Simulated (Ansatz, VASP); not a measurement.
This is a calculation of Sb for Ansatz 0.2.0.

The input input.yaml:

```yaml
crystal:
  lattice:
    - [-1.8959666167, 1.8959666167, 1.8959666167]
    - [1.8959666167, -1.8959666167, 1.8959666167]
    - [1.8959666167, 1.8959666167, -1.8959666167]
  atoms:
    - { symbol: Sb, position: [0.0, 0.0, 0.0] }
kpoints:
  mp_grid: { grid: [10, 10, 10] }
scf:
  occupations: { method: fermi_dirac, width: 0.05 }
hamiltonian:
  xc: pbesol
  pseudopotentials: { kind: all_electron, lapw: { basis_error: 0.0005 } }
output:
  forces: true
  stress: true
  eigenvalues: true
```

Potentials or basis: all-electron LAPW, scalar-relativistic.

Launch:

```bash
$ ansatz run input.yaml --threads 1 --pin off --max-ram 3072MiB --backend cpu --events-out ev --progress --plain --runs-dir out
```

Question: Set up the same calculation for VASP 6.6.1. Potentials there: VASP PAW PBE potentials, release 64 (Sb).

Answer: As run (the cutoff follows the program's own potentials):

INCAR

```
ALGO     = Normal         # electronic algorithm
EDIFF    = 1E-6           # SCF threshold, eV
ENCUT    = 520            # plane-wave cutoff, eV
GGA      = PS             # functional
ISIF     = 2              # what is computed and relaxed
ISMEAR   = -1             # smearing method
LASPH    = True           # aspherical terms in the spheres
LCHARG   = False          # write CHGCAR
LREAL    = False          # projectors in reciprocal space
LWAVE    = False          # write WAVECAR
NBANDS   = 8              # bands
NELM     = 100            # most SCF steps
PREC     = Accurate       # precision mode
SIGMA    = 0.05           # smearing width, eV
```

The input KPOINTS:

```
k-points
0
Gamma
  10 10 10
```

The input POSCAR:

```
Sb
1.0
   -1.8959666167      1.8959666167      1.8959666167
    1.8959666167     -1.8959666167      1.8959666167
    1.8959666167      1.8959666167     -1.8959666167
Sb
1
Direct
    0.0000000000      0.0000000000      0.0000000000
```

Potentials or basis: VASP PAW PBE potentials, release 64 (Sb).

Launch:

```console
$ cat potpaw_PBE.64/Sb/POTCAR > POTCAR
$ mpirun -np 1 vasp_std > vasp.out
```

Both were run:

|  | VASP | Ansatz | Ansatz less VASP |
| --- | --- | --- | --- |
| gap on the k mesh at the Fermi level (eV) | none | none | - |
| pressure (GPa) | -2.5 | -2.4 | +0.03 |

A gap of «none» marks a metal or a gap that the smearing closes. Ansatz ran all-electron here, so the differences hold the error of VASP's frozen core and of both bases.

Caveats: the PAW data sets were made with another functional, which shifts forces and pressure a little (VASP). The runs have no spin-orbit coupling, so splittings on Sb are missing.
